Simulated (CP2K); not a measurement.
Runs of CP2K 2026.2 on Ta. It takes space group Im-3m (No. 229, cubic). The conventional cell has a = 3.303 Å, b = 3.303 Å, c = 3.303 Å, α = 90.00°, β = 90.00°, γ = 90.00°. Ta (site symmetry m-3m) has 8 Ta at 2.86 Å as nearest neighbours. 

```tsv
task	level	potentials or basis	smearing	EPS_DEFAULT	NGRIDS	basis sets	potentials	CUTOFF of the grids	gap on the mesh (eV)	pressure (GPa)	V0 of scaled cells (Å³/atom)	B0 (GPa)
equation of state	PBE	POTENTIAL_UZH Ta GTH-PBE-q13; TZVP-MOLOPT-PBE-GTH basis	fermi-dirac 0.05 eV	1.0E-10	4	Ta TZVP-MOLOPT-PBE-GTH-q13	Ta GTH-PBE-q13 of POTENTIAL_UZH	450 Ry	-	-	18.15	195
band structure	PBEsol	POTENTIAL_UZH Ta GTH-PBE-q13; TZVP-MOLOPT-PBE-GTH basis	fermi-dirac 0.0259 eV	1.0E-9	4	Ta TZVP-MOLOPT-PBE-GTH-q13	Ta GTH-PBE-q13 of POTENTIAL_UZH	450 Ry	none	-4.3	-	-
equation of state	PBEsol	POTENTIAL_UZH Ta GTH-PBE-q13; TZVP-MOLOPT-PBE-GTH basis	fermi-dirac 0.05 eV	1.0E-10	4	Ta TZVP-MOLOPT-PBE-GTH-q13	Ta GTH-PBE-q13 of POTENTIAL_UZH	450 Ry	-	-	17.66	211
single point	PBE+D3(BJ)+ATM	POTENTIAL_UZH Ta GTH-PBE-q13; TZVP-MOLOPT-PBE-GTH basis	fermi-dirac 0.05 eV	1.0E-9	4	Ta TZVP-MOLOPT-PBE-GTH-q13	Ta GTH-PBE-q13 of POTENTIAL_UZH	450 Ry	none	-3.8	-	-
band structure	r2SCAN	POTENTIAL_UZH Ta GTH-SCAN-q13; TZVP-MOLOPT-SCAN-GTH basis	fermi-dirac 0.01 eV	1.0E-10	5	Ta TZVP-MOLOPT-SCAN-GTH-q13	Ta GTH-SCAN-q13 of POTENTIAL_UZH	675 Ry	none	(a)	-	-
single point	PBE+rVV10	POTENTIAL_UZH Ta GTH-PBE-q13; TZVP-MOLOPT-PBE-GTH basis	fermi-dirac 0.05 eV	1.0E-9	4	Ta TZVP-MOLOPT-PBE-GTH-q13	Ta GTH-PBE-q13 of POTENTIAL_UZH	450 Ry	none	0.1	-	-
equation of state	r2SCAN	POTENTIAL_UZH Ta GTH-SCAN-q13; TZVP-MOLOPT-SCAN-GTH basis	fermi-dirac 0.05 eV	1.0E-10	4	Ta TZVP-MOLOPT-SCAN-GTH-q13	Ta GTH-SCAN-q13 of POTENTIAL_UZH	675 Ry	-	-	(b)	210
single point	PBE+D4	POTENTIAL_UZH Ta GTH-PBE-q13; TZVP-MOLOPT-PBE-GTH basis	fermi-dirac 0.05 eV	1.0E-9	4	Ta TZVP-MOLOPT-PBE-GTH-q13	Ta GTH-PBE-q13 of POTENTIAL_UZH	450 Ry	none	-1.3	-	-
```

Alike in all rows: no spin polarisation; cell as given; k mesh 11 × 11 × 11.

Task: Estimate the missing entries.

Result: (a) -5.0; (b) 17.59.

Caveats: the basis of atomic orbitals isn't converged, which shifts pressures, moduli and gaps; pairwise dispersion overbinds metals, which lowers pressure and volume (some runs); the potentials were made for another functional, which shifts forces and pressure (some runs).

A k mesh can miss the band edges, and the runs leave out spin-orbit coupling on Ta.

A gap of «none» marks a metal or a gap under the smearing width.

Not every run made on this cell is shown here.
